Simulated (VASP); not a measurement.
Wanted: the native input for a VASP 6.6.1 run.

| Property | Result |
| --- | --- |
| Task | relaxation of cell and atoms |
| Functional | PBEsol |
| Potentials or basis | VASP PAW PBE potentials, release 64 (Fe) |
| Cutoff | 600 eV |
| k mesh | 20 × 20 × 20 |
| Occupations | gaussian, width 0.1 eV |
| Spin | no spin polarisation |
| Further INCAR settings | ALGO = Normal; EDIFF = 1e-07; IBRION = 2; EDIFFG = -0.005; NSW = 90; ISIF = 3 |

The structure of Fe lies in POSCAR:

```
Fe
1.0
   -1.4295500000      1.4295500000      1.4295500000
    1.4295500000     -1.4295500000      1.4295500000
    1.4295500000      1.4295500000     -1.4295500000
Fe
1
Direct
    0.0000000000      0.0000000000      0.0000000000
```

The input as run:

INCAR

```
SYSTEM = Fe
ALGO     = Normal         ! electronic algorithm
EDIFF    = 1E-7           ! SCF threshold, eV
EDIFFG   = -0.005         ! ionic threshold
ENCUT    = 600            ! plane-wave cutoff, eV
GGA      = PS             ! functional
IBRION   = 2              ! ionic algorithm
ISIF     = 3              ! what is computed and relaxed
ISMEAR   = 0              ! smearing method
LASPH    = .True.         ! aspherical terms in the spheres
LCHARG   = .False.        ! write CHGCAR
LREAL    = .False.        ! projectors in reciprocal space
LWAVE    = .False.        ! write WAVECAR
NELM     = 100            ! most SCF steps
NSW      = 90             ! ionic steps
PREC     = Accurate       ! precision mode
SIGMA    = 0.1            ! smearing width, eV
```

KPOINTS

```
k-points
0
Gamma
  20 20 20
  0 0 0
```

Potentials or basis: VASP PAW PBE potentials, release 64 (Fe).

Launch:

```sh
$ cat potpaw_PBE.64/Fe/POTCAR > POTCAR
$ mpirun -np 1 vasp_std > vasp.out
```

Results of the run:

* Relaxed volume: 10.08 Å³/atom
* Relaxed cell: a = 2.357 Å, b = 2.357 Å, c = 2.357 Å, α = 109.47°, β = 109.47°, γ = 109.47°
* Space group after relaxing (to 0.05 Å): Im-3m (No. 229)
* Energy gained by relaxing: 182.1 meV/atom
* Ionic steps: 7
* Pressure after relaxing: 0.0 GPa
* Band gap on the k mesh: none (metal or under the smearing width)

Caveat: the PAW data sets were made with another functional, which shifts forces and pressure a little; the volume moved by -14 % from the deposited cell, more than functionals usually miss; the run has no spin polarisation, though such a crystal can be magnetic.

Run time: 65 s on 1 thread of Intel(R) Xeon(R) Platinum 8488C (Sapphire Rapids), on a shared host, peak memory 0.15 GiB.
